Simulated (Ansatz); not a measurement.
# CaS at several levels of theory

One geometry, relaxed with PBE, and single points on it; plane waves with PAW potentials in Ansatz, scalar-relativistic unless the row names spin-orbit coupling. No spin polarisation. Meshes are on the primitive cell of 2 atoms. Gaps are the least over mesh and band path; pressure is positive in compression. Smearing is Gaussian, 0.02 eV.

```cif
data_structure
_symmetry_space_group_name_H-M 'Fm-3m'
_symmetry_Int_Tables_number 225
_cell_length_a 5.7121
_cell_length_b 5.7121
_cell_length_c 5.7121
_cell_angle_alpha 90.000
_cell_angle_beta 90.000
_cell_angle_gamma 90.000
_cell_volume 186.37
loop_
_atom_site_label
_atom_site_type_symbol
_atom_site_symmetry_multiplicity
_atom_site_Wyckoff_symbol
_atom_site_fract_x
_atom_site_fract_y
_atom_site_fract_z
_atom_site_occupancy
Ca1 Ca 4 a 0.00000 0.00000 0.00000 1
S1 S 4 b 0.50000 0.00000 0.00000 1
```

| level | cutoff (eV) | k mesh | gap (eV) | pressure (GPa) | rough cost with bands (core-min) |
| --- | --- | --- | --- | --- | --- |
| PBE | 420 | 8×8×8 | 2.38 | 0.0 | 0.16 |
| r2SCAN | 500 | 8×8×8 | 2.82 | -0.5 | 0.23 |
| PBEsol | 420 | 8×8×8 | 2.26 | -2.4 | 0.16 |